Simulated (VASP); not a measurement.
# TiC (P-6m2) in VASP: notebook, part 2 of 2

VASP 6.6.1. Earlier steps stand in the parts before.

## Step 4: Relaxation of cell and atoms, PBE+rVV10

INCAR

```
  PREC = Accurate
  ENCUT = 600
  EDIFF = 1E-6
  ISMEAR = -1
  SIGMA = 0.05
  LREAL = F
  LASPH = T
  NELM = 80
  ALGO = Normal
  ISIF = 3
  LWAVE = F
  LCHARG = F
  GGA = PE
  LUSE_VDW = T
  IVDW_NL = 2
  BPARAM = 10.0
  CPARAM = 0.0093
  IBRION = 2
  NSW = 60
  EDIFFG = -0.01
```

KPOINTS

```
Automatic mesh
0
Gamma
  10 10 10
```

POSCAR

```
TiC
1.0
    3.0420900000      0.0000000000      0.0000000000
   -1.5210400000      2.6345200000      0.0000000000
    0.0000000000      0.0000000000      2.6979700000
Ti C
1 1
Direct
    0.0000000000      0.0000000000      0.5000000000
    0.3333300000      0.6666700000      0.0000000000
```

Potentials or basis: VASP PAW PBE potentials, release 64 (Ti_sv, C).

Started as:

```bash
$ cat potpaw_PBE.64/Ti_sv/POTCAR potpaw_PBE.64/C/POTCAR > POTCAR
$ mpirun -np 1 vasp_std > vasp.out
```

OUTCAR:

```text
PREC = Accurate
   ENCUT = 600
   EDIFF = 1E-6
   ISMEAR = -1
   LREAL = F
   LASPH = T
   NELM = 80
   ISIF = 3
   GGA = PE
   IVDW_NL = 2
   BPARAM = 10.0
   IBRION = 2
   NSW = 60
   EDIFFG = -0.01

 ion  position               nearest neighbor table
   1  0.000  0.000  0.500-   2 2.21   2 2.21   2 2.21   2 2.21   2 2.21   2 2.21
   2  0.333  0.667  0.000-   1 2.21   1 2.21   1 2.21   1 2.21   1 2.21   1 2.21

  LATTYP: Found a hexagonal cell.
 ALAT       =     3.0420900000
 C/A-ratio  =     0.8868804013

  Lattice vectors:

 A1 = (   3.0420900000,   0.0000000000,   0.0000000000)
 A2 = (  -1.5210400000,   2.6345200000,   0.0000000000)
 A3 = (   0.0000000000,   0.0000000000,   2.6979700000)

Analysis of symmetry for initial positions (statically):
=====================================================================
 Subroutine PRICEL returns:
 Original cell was already a primitive cell.

 Routine SETGRP: Setting up the symmetry group for a
 hexagonal supercell.

 Subroutine GETGRP returns: Found  4 space group operations
 (whereof  4 operations were pure point group operations)
 out of a pool of 24 trial point group operations.

The static configuration has the point symmetry C_2v.

Analysis of symmetry for dynamics (positions and initial velocities):
=====================================================================
 Subroutine PRICEL returns:
 Original cell was already a primitive cell.

 Routine SETGRP: Setting up the symmetry group for a
 hexagonal supercell.

 Subroutine GETGRP returns: Found  4 space group operations
 (whereof  4 operations were pure point group operations)
 out of a pool of 24 trial point group operations.

The dynamic configuration has the point symmetry C_2v.

 Subroutine INISYM returns: Found  4 space group operations
 (whereof  4 operations are pure point group operations),
 and found     1 'primitive' translations

----------------------------------------------------------------------------------------

                                     Primitive cell

  volume of cell :      21.6227

  direct lattice vectors                    reciprocal lattice vectors
     3.042090000  0.000000000  0.000000000     0.328721372  0.189787269  0.000000000
    -1.521040000  2.634520000  0.000000000     0.000000000  0.379575786  0.000000000
     0.000000000  0.000000000  2.697970000     0.000000000  0.000000000  0.370649044

  length of vectors
     3.042090000  3.042081247  2.697970000     0.379574694  0.379575786  0.370649044

  position of ions in fractional coordinates (direct lattice)
     0.000000000  0.000000000  0.500000000
     0.333330000  0.666670000  0.000000000

  ion indices of the primitive-cell ions
   primitive index   ion index
                 1           1
                 2           2

----------------------------------------------------------------------------------------

 KPOINTS: Automatic mesh

Automatic generation of k-mesh.
 Grid dimensions read from file:
 generate k-points for:   10   10   10

 Generating k-lattice:

  Cartesian coordinates                     Fractional coordinates (reciprocal lattice)
     0.032872137  0.018978727  0.000000000     0.100000000  0.000000000  0.000000000
[... 48 lines left out ...]
   NGXF,Y,Z  is equivalent  to a cutoff of  26.23, 26.23, 29.58 a.u.
 SYSTEM =  unknown system
   PREC   = accura    normal or accurate (medium, high low for compatibility)
   ISTART =      0    job   : 0-new  1-cont  2-samecut
   ICHARG =      2    charge: 1-file 2-atom 10-const
   ISPIN  =      1    spin polarized calculation?
   LNONCOLLINEAR =      F non collinear calculations
   LSORBIT =      F    spin-orbit coupling
   LASPH  =      T    aspherical Exc in radial PAW
   ENCUT  =  600.0 eV  44.10 Ry    6.64 a.u.   6.08  6.08  5.39*2*pi/ulx,y,z
   NELM   =     80;   NELMIN=  2; NELMDL= -5     # of ELM steps
   EDIFF  = 0.1E-05   stopping-criterion for ELM
   LREAL  =      F    real-space projection
   EDIFFG = -.1E-01   stopping-criterion for IOM
   NSW    =     60    number of steps for IOM
   IBRION =      2    ionic relax: 0-MD 1-quasi-New 2-CG
   NFREE  =      1    steps in history (QN), initial steepest desc. (CG)
   ISIF   =      3    stress and relaxation
   ISYM   =      2    0-nonsym 1-usesym 2-fastsym
   POTIM  = 0.5000    time-step for ionic-motion
   TEBEG  =    0.0;   TEEND  =   0.0 temperature during run
   PSTRESS=    0.0 pullay stress
   NELECT =      16.0000    total number of electrons
   NUPDOWN=      -1.0000    fix difference up-down
   EMIN   =  10.00;   EMAX   =-10.00  energy-range for DOS
   EFERMI =   0.00;   METHOD = LEGACY
   ISMEAR =    -1;   SIGMA  =   0.05  broadening in eV -4-tet -1-fermi 0-gaus
   EFERMI_NEDOS =   21; number of points for ismear=-14 and -15
   IALGO  =     38    algorithm
   IMIX   =      4    mixing-type and parameters
     AMIX     =   0.40;   BMIX     =  1.00
     AMIX_MAG =   1.60;   BMIX_MAG =  1.00
  volume/ion in A,a.u.               =      10.81        72.96
  Fermi-wavevector in a.u.,A,eV,Ry     =   1.480737  2.798187 29.831891  2.192582
  Thomas-Fermi vector in A             =   2.594734
   LORBIT       =      0    0 simple, 1 ext, 2 COOP (PROOUT), +10 PAW based schemes
   GGA     = PE    functional components
   LHFCALC =     F    Hartree Fock is set to
   AEXX    =    0.0000 exact exchange contribution
   IVDW_NL    =     2    kernel type
   BPARAM     =10.0000
   IVDW    =     0    specifies the selected vdW correction
   LEPSILON=     F    determine dielectric tensor
   LRPA    =     F    only Hartree local field effects (RPA)
 conjugate gradient relaxation of ions
 non-spin polarized calculation
  energy-cutoff  :      600.00
  volume of cell :       21.62
 maximum number of plane-waves:       734
   NGX = 13   NGY = 13   NGZ = 11

--------------------------------------- Ionic step        1  -------------------------------------------

 number of electron      15.9999999 magnetization

 Free energy of the ion-electron system (eV)
  ---------------------------------------------------
  ext. energy  EPLUGINS =         0.00000000
  ---------------------------------------------------
  free energy    TOTEN  =       -16.96152874 eV

  energy without entropy =      -16.95750768  energy(sigma->0) =      -16.95951821

------------------------ aborting loop because EDIFF is reached ----------------------------------------

  FORCE on cell =-STRESS in cart. coord.  units (eV):
  Direction    XX          YY          ZZ          XY          YZ          ZX
  --------------------------------------------------------------------------------------
  -------------------------------------------------------------------------------------
  Total       -0.1648463     -0.1649400     -0.1831137     -0.0000823      0.0000000      0.0000000
  in kB      -12.2145939    -12.2215410    -13.5681518     -0.0060976      0.0000000      0.0000000
  external PRESSURE =     -12.6680955 kB  Pullay stress =       0.0000000 kB
[... 59 lines left out ...]
--------------------------------------- Ionic step        3  -------------------------------------------

 number of electron      15.9999999 magnetization

 Free energy of the ion-electron system (eV)
  ---------------------------------------------------
  ext. energy  EPLUGINS =         0.00000000
  ---------------------------------------------------
  free energy    TOTEN  =       -16.96202798 eV

  energy without entropy =      -16.95800330  energy(sigma->0) =      -16.96001564

 E-fermi :   8.6658     XC(G=0): -12.3600

 val. band max:        8.6596854380   @ k =  -0.4000   0.4000   0.0000
 cond. band min:       8.6905994975   @ k =   0.5000   0.5000   0.1000
 fundamental gap:      0.0309140595
 Fermi energy:         8.6657550515

 k-point     1 :       0.0000    0.0000    0.0000
  band No.  band energies     occupation
      1     -47.8419      2.00000
      2     -23.9988      2.00000
      3     -23.9987      2.00000
      4     -23.5363      2.00000
      5      -3.3630      2.00000
      6       7.0670      2.00000
      7       7.0671      2.00000
      8       7.6979      2.00000
      9      10.9864      0.00000
     10      12.0419      0.00000
     11      12.0420      0.00000
     12      14.3928      0.00000
[... 331 lines left out ...]
 k-point    24 :      -0.2000    0.4000    0.0000
  band No.  band energies     occupation
      1     -47.7982      2.00000
      2     -24.2921      2.00000
      3     -24.1117      2.00000
      4     -23.4974      2.00000
      5      -1.5870      2.00000
      6       4.7166      2.00000
      7       7.3259      2.00000
      8       8.7383      0.37995
      9       8.8677      0.03461
     10      11.5904      0.00000
     11      12.1925      0.00000
     12      12.7760      0.00000

 [... further k-points ...]
[... 5 lines left out ...]
  --------------------------------------------------------------------------------------
  -------------------------------------------------------------------------------------
  Total       -0.0092849     -0.0093003      0.0187623     -0.0000134      0.0000000      0.0000000
  in kB       -0.6919536     -0.6931015      1.3982461     -0.0009987      0.0000000      0.0000000
  external PRESSURE =       0.0043970 kB  Pullay stress =       0.0000000 kB
[... 17 lines left out ...]
  FREE ENERGIE OF THE ION-ELECTRON SYSTEM (eV)
  ---------------------------------------------------
  free  energy   TOTEN  =       -16.9620279763 eV

  energy  without entropy=      -16.9580033014  energy(sigma->0) =      -16.96001564

 reached required accuracy - stopping structural energy minimisation
```

Wall time 94 s (1 thread of Intel Xeon Platinum 8488C (Sapphire Rapids), shared host); peak memory 0.26 GiB.

What came out:

```
Free energy                            : -16.9620 eV
Relaxed volume                         : 10.75 Å³/atom
Relaxed cell                           : a = 3.036 Å, b = 3.036 Å, c = 2.692 Å, α = 90.00°, β = 90.00°, γ = 120.00°
Space group after relaxing (to 0.05 Å) : P-6m2 (No. 187)
Energy gained by relaxing              : 0.2 meV/atom
Ionic steps                            : 3
Pressure after relaxing                : 0.0 GPa
Band gap on the k mesh                 : none (metal or under the smearing width)
```

The path:
| step | energy change (eV) | largest force (eV/Å) | pressure (GPa) | volume (Å³) |
| --- | --- | --- | --- | --- |
| 1 | 0.0000 | 0.0001 | -1.27 | 21.62 |
| 2 | 0.0002 | 0.0000 | 1.46 | 21.36 |
| 3 | -0.0005 | 0.0001 | 0.00 | 21.50 |

Final structure:
```
CELL_PARAMETERS angstrom
3.03647 0.00000 0.00000
-1.51823 2.62965 0.00000
0.00000 0.00000 2.69243
ATOMIC_POSITIONS crystal
Ti 0.00000 0.00000 0.50000
C 0.33333 0.66667 0.00000
```

Caveat: pairwise dispersion overbinds metals, which lowers pressure and volume.

## Step 5: Relaxation of cell and atoms, PBE+TS

INCAR

```
SYSTEM = TiC
  ALGO = Normal
  EDIFF = 1E-6
  EDIFFG = -0.02
  ENCUT = 600
  GGA = PE
  IBRION = 2
  ISIF = 3
  ISMEAR = -1
  IVDW = 2
  LASPH = .True.
  LCHARG = .False.
  LREAL = .False.
  LWAVE = .False.
  NELM = 80
  NSW = 40
  PREC = Accurate
  SIGMA = 0.05
```

KPOINTS

```
k-points
0
Gamma
  10 10 10
  0 0 0
```

POSCAR is that of step 4.

Started as:

```bash
$ cat potpaw_PBE.64/Ti_sv/POTCAR potpaw_PBE.64/C/POTCAR > POTCAR
$ mpirun -np 1 vasp_std > vasp.out
```

Run time: 1.9 min. Hardware: 1 thread of Intel Xeon Platinum 8488C (Sapphire Rapids), shared host; peak memory 0.2 GiB.

Results (log left out):

```
Free energy                            : -18.4506 eV
Relaxed volume                         : 10.34 Å³/atom
Relaxed cell                           : a = 2.985 Å, b = 2.985 Å, c = 2.681 Å, α = 90.00°, β = 90.00°, γ = 120.00°
Space group after relaxing (to 0.05 Å) : P-6m2 (No. 187)
Energy gained by relaxing              : 10.9 meV/atom
Ionic steps                            : 8
Pressure after relaxing                : 0.0 GPa
Band gap on the k mesh                 : 0.03 eV, indirect (least direct gap 0.03 eV)
Hirshfeld charges                      : Ti +0.41; C -0.41 e
Dispersion energy per atom             : -0.562 eV
```

Stress tensor (GPa, compression positive):
```
 0.08  0.00  0.00
 0.00  0.08  0.00
 0.00  0.00 -0.12
```

Step by step:
| step | energy change (eV) | largest force (eV/Å) | pressure (GPa) | volume (Å³) |
| --- | --- | --- | --- | --- |
| 1 | 0.0000 | 0.0001 | -8.47 | 21.62 |
| 2 | 0.0108 | 0.0000 | 10.32 | 19.88 |
| 3 | -0.0201 | 0.0001 | -1.08 | 20.86 |
| 4 | -0.0200 | 0.0001 | -0.09 | 20.76 |
| 5 | -0.0200 | 0.0001 | 0.05 | 20.74 |
| 6 | -0.0215 | 0.0000 | 0.01 | 20.71 |
| 7 | -0.0217 | 0.0000 | 0.04 | 20.70 |
| 8 | -0.0218 | 0.0000 | 0.01 | 20.69 |

Final structure:
```xyz
2
Lattice="2.9853 0.0000 0.0000 -1.4926 2.5853 0.0000 0.0000 0.0000 2.6808" Properties=species:S:1:pos:R:3 pbc="T T T"
Ti    2.9853    0.0000    1.3404
C     0.0000    1.7235    0.0000
```

Levels at points of the mesh, in eV from the valence-band top:
| k point | band 5 | band 6 | band 7 | band 8 | band 9 | band 10 | band 11 | band 12 |
| --- | --- | --- | --- | --- | --- | --- | --- | --- |
| (0.00, 0.00, 0.00) | -12.13 | -1.53 | -1.53 | -0.97 | 2.33 | 3.57 | 3.57 | 6.01 |
| (0.50, 0.00, 0.00) | -9.56 | -4.93 | -0.74 | -0.39 | 0.40 | 3.23 | 3.77 | 4.10 |
| (0.50, 0.50, 0.00) | -9.56 | -4.93 | -0.74 | -0.39 | 0.40 | 3.23 | 3.77 | 4.10 |
| (0.00, 0.00, 0.50) | -8.88 | -5.70 | -0.39 | -0.39 | 1.24 | 1.24 | 4.91 | 5.02 |
| (0.50, 0.00, 0.50) | -8.87 | -4.06 | -2.58 | -2.21 | 1.61 | 3.58 | 4.66 | 6.03 |
| (0.50, 0.50, 0.50) | -8.87 | -4.06 | -2.58 | -2.21 | 1.61 | 3.58 | 4.66 | 6.03 |

A k mesh can miss the band edges. PBE gaps usually lie below the measured ones, often by a third to a half.

## Step 6: Summary

```tsv
level	gap on the mesh (eV)	pressure (GPa)	relaxed volume (Å³/atom)
PBE+D3(BJ)	none	0.0	10.49
PBE+D4	none	0.0	10.61
PBE+rVV10	none	0.0	10.75
PBE+TS	0.03	0.0	10.34
```

Alike in all rows: task relaxation of cell and atoms; potentials or basis VASP PAW PBE potentials, release 64 (Ti_sv, C); no spin polarisation; cell relaxed; k mesh 10 × 10 × 10; cutoff (eV) 600; smearing fermi-dirac 0.05 eV.

Caveats: pairwise dispersion overbinds metals, which lowers pressure and volume (some runs).

Absolute energies hang on the potentials; compare differences alone.
